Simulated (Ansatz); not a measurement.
One relaxed cell of GaN at several levels

A database entry relaxed whole under r2SCAN at zero pressure (P6_3mc, No. 186):

```
Ga N
1.0
     3.18328    0.00000    0.00000
    -1.59164    2.75680    0.00000
     0.00000    0.00000    5.18388
Ga N
2 2
Direct
  0.33333 0.66667 0.99911
  0.66667 0.33333 0.49911
  0.33333 0.66667 0.37589
  0.66667 0.33333 0.87589
```

Its volume is 11.37 Å³ an atom, +0.6 % against the entry's 11.31, which is old or was flagged in a check.

Single points on this cell with plane-wave PAW DFT (Ansatz 0.2.0; r2SCAN 500 eV, hybrids 420 eV; fermi-dirac occupations of width 0.020 eV; no moments): r2SCAN on a 12×12×6 Γ-centred mesh; HSE06 on a 6×6×4 Γ-centred mesh; PBE0 on a 6×6×4 Γ-centred mesh.

Task: What does each level give for gap and charges?

Result: The runs give:

| level | gap (eV), or kind | pressure (GPa) | Bader charge of Ga (e) | Bader charge of N (e) |
| --- | --- | --- | --- | --- |
| r2SCAN | 2.35 | 0.0 | +1.66 | -1.66 |
| HSE06 | 3.20 | 0.0 | +1.67 | -1.67 |
| PBE0 | 3.89 | -0.1 | +1.67 | -1.67 |

Under r2SCAN the gap is 2.35 eV, over mesh and band path. HSE06 moves it by +0.85 eV and PBE0 by +1.54 eV; PBE0 keeps its exact exchange at long range, which widens the gap over HSE06's by 0.69 eV on their common mesh.

Caveats: the relaxation kept the start's symmetry; HSE06 is read on its mesh and at the zone's corners, PBE0 on its mesh alone; hybrid pressures are good to a few tenths of a GPa; pressure is positive in compression.
